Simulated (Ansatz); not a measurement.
Runs of Ansatz 0.2.0 on AgCl (Chlorargyrite). Symmetry: Fm-3m, No. 225, cubic system. The conventional cell has a = 5.470 Å, b = 5.470 Å, c = 5.470 Å, α = 90.00°, β = 90.00°, γ = 90.00°. Ag (site symmetry m-3m) is surrounded by 6 Cl at 2.73 Å. Cl (site symmetry m-3m) is surrounded by 6 Ag at 2.73 Å. 

```csv
task,level,potentials or basis,k mesh,cutoff (eV),smearing,basis error allowed,gap on the mesh (eV),pressure (GPa)
single point,PBE0,all-electron PAW datasets made for the crystal,6 × 6 × 6,290,fermi-dirac 0.05 eV,-,3.10,-
phonons,PBE,"all-electron LAPW, scalar-relativistic",8 × 8 × 8,231,fermi-dirac 0.05 eV,0.001 eV/atom,0.91,-
single point,PBE,"all-electron LAPW, scalar-relativistic",8 × 8 × 8,217,fermi-dirac 0.05 eV,0.001 eV/atom,0.91,3.9
single point,PBE,"all-electron LAPW, scalar-relativistic",5 × 5 × 5,217,fermi-dirac 0.03 eV,0.001 eV/atom,1.06,(a)
single point,PBE,all-electron PAW datasets made for the crystal,6 × 6 × 6,260,fermi-dirac 0.05 eV,-,0.91,3.9
```

Alike in all rows: no spin polarisation; cell as given.

Fill in the values left out.

(a) 4.0.

Caveats: an odd mesh through Γ misses points on the zone boundary, where band edges often lie (some runs).

A k mesh can miss the band edges, and the runs leave out spin-orbit coupling on Ag.

Not every run made on this cell is shown here.
